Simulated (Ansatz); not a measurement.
## NMR crystallography of LiBr with a Br vacancy: given against relaxed positions

Start: a supercell of LiBr (rock salt type, Fm-3m) built from a computed structure from the Materials Project (it need not be an observed phase), with all atoms left at the host's positions.

Space group Fm-3m (No. 225); a = 16.3361 Å.

```csv
site,Wyckoff,site symmetry,x,y,z
Li1,32f,.3m,0.3333,0.8333,0.8333
Li2,24e,4m.m,0.5000,0.0000,0.8333
Li6,48h,m.m2,0.8333,0.1667,0.0000
Li27,4a,m-3m,0.0000,0.5000,0.5000
Br28,48i,m.m2,0.6667,0.1667,0.0000
Br31,32f,.3m,0.8333,0.1667,0.1667
Br41,24e,4m.m,0.0000,0.5000,0.3333
```

One atom of each set is listed; the run and its k-mesh use a cell of 53 atoms with edges of 11.55, 11.55, 11.55 Å.

Computed with Ansatz: DFT, PBE, plane waves and PAW, scalar-relativistic, 420 eV cutoff, Γ-centred 2×2×2 k-points, Fermi–Dirac smearing 0.01 eV, cell charge +1.

The largest force at the start is 0.66 eV/Å. Relaxing the ions at fixed cell moves them by 0.277 Å at most (atom 5, Li) and 0.101 Å rms.

```csv
site,moved (Å),first shell before,first shell after,V_zz before (10²¹ V/m²),η before
Li2,0.277,5 Br at 2.72 Å,5 Br at 2.49–2.69 Å,0.12,0.00
Br28,0.072,6 Li at 2.72 Å,6 Li at 2.69–2.76 Å,5.46,0.00
Br31,0.009,6 Li at 2.72 Å,6 Li at 2.72 Å,-0.91,0.00
Br41,0.049,6 Li at 2.72 Å,6 Li at 2.49–2.74 Å,0.51,0.00
```

Task: How do the gradients change?

Result: 

```csv
site,V_zz after,η after,change of V_zz
Li2,0.058,0.00,-0.07
Br28,-2.17,0.35,–
Br31,-0.71,0.00,+0.20
Br41,0.70,0.00,+0.19
```

The largest change of V_zz along a kept axis is on Br31, from -0.91 to -0.71. The whole tensor moves most on Br28, by 3.99 along its most changed direction. In per cent, |V_zz| changes by -22 to +38 on Br (all sites that start above 0.5, bar those whose gradient vanishes or changes sign or whose main axis turns by over 40°). On Br28 the largest principal value lies along another axis in the second run, so the two V_zz can't be compared directly. Sites with |V_zz| of 0.02 or less aren't listed.

The defect repeats with the cell of 53 atoms, so it feels its images: sites between two images don't show the values beside a lone defect, and zeros or small values of η there can come from the images' arrangement. A uniform background compensates the cell's charge. With these PAW files V_zz is typically within 2 to 3 % of all-electron values, but misses above 10 % occur on Li.
Before: The neighbours have not yet relaxed around the defect (largest force 0.66 eV/Å), so a real crystal will differ.
